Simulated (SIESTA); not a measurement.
Input of a SIESTA 5.4.2 run:

The input run.py:

```python
from ase import Atoms
from ase.calculators.siesta import Siesta
from ase.units import Ry, GPa
from ase.optimize import BFGS
from ase.filters import FrechetCellFilter

atoms = Atoms(
    ['Na'],
    cell=[
        [-2.141, 2.141, 2.141],
        [2.141, -2.141, 2.141],
        [2.141, 2.141, -2.141],
    ],
    scaled_positions=[
        [0.0, 0.0, 0.0],
    ],
    pbc=True,
)

fdf = {
    'SCFMustConverge': False,
    'OccupationFunction': 'FD',
    'ElectronicTemperature': '0.05 eV',
    'MaxSCFIterations': '120',
    'SCF.Mixer.Method': 'Pulay',
    'SCF.Mixer.Weight': '0.25',
    'SCF.Mixer.History': '8',
    'SCF.DM.Tolerance': '5.0e-05',
    'SCF.H.Tolerance': '1.0e-03 eV',
    'WriteForces': 'true',
    'Charge.Mulliken': 'end',
    'PAO.Basis': ['Na.1 4', 'n=2 0 2', '  2.925 0.000', 'n=3 0 2', '  9.500 0.000', 'n=2 1 2', '  3.442 0.000', 'n=3 1 1', '  9.500'],
}
calc = Siesta(
    label="Na",
    command="siesta < PREFIX.fdf > PREFIX.out",
    pseudo_path="pseudos",
    pseudo_qualifier="",
    xc=('GGA', 'PBEsol'),
    basis_set="DZP",
    mesh_cutoff=800 * Ry,
    energy_shift=0.003 * Ry,
    kpts=[7, 7, 7],
    spin="non-polarized",
    fdf_arguments=fdf,
)
atoms.calc = calc

opt = BFGS(FrechetCellFilter(atoms), trajectory="relax.traj")
converged = opt.run(fmax=0.04, steps=40)
print("converged:", converged)
print("cell (A):", atoms.cell.cellpar().round(5))
print("scaled positions:")
print(atoms.get_scaled_positions().round(6))
print(f"energy = {atoms.get_potential_energy():.6f} eV")
free = atoms.get_potential_energy(force_consistent=True)
print(f"free energy = {free:.6f} eV")
print("forces (eV/A):")
print(atoms.get_forces(apply_constraint=False).round(6))
print("stress (GPa, Voigt order, tension positive):", (atoms.get_stress() / GPa).round(4))
```

Potentials or basis: PseudoDojo 0.4 standard (PBEsol files), DZP (energy shift 0.003 Ry; two zetas on semicore shells).

The run is started by

```sh
$ python run.py
```

Q: Predict the relaxed cell.

A: a = 3.627 Å, b = 3.627 Å, c = 3.627 Å, α = 109.48°, β = 109.48°, γ = 109.48°.

Q: Estimate the band gap on the k mesh.

A: None (metal or under the smearing width).

Final structure:
```
Na
1.0
    -2.09407    2.09364    2.09364
     2.09364   -2.09407    2.09364
     2.09364    2.09364   -2.09407
Na
1
Direct
  0.00000 0.00000 0.00000
```

Caveat: the basis of atomic orbitals isn't converged, which shifts pressures, moduli and gaps.
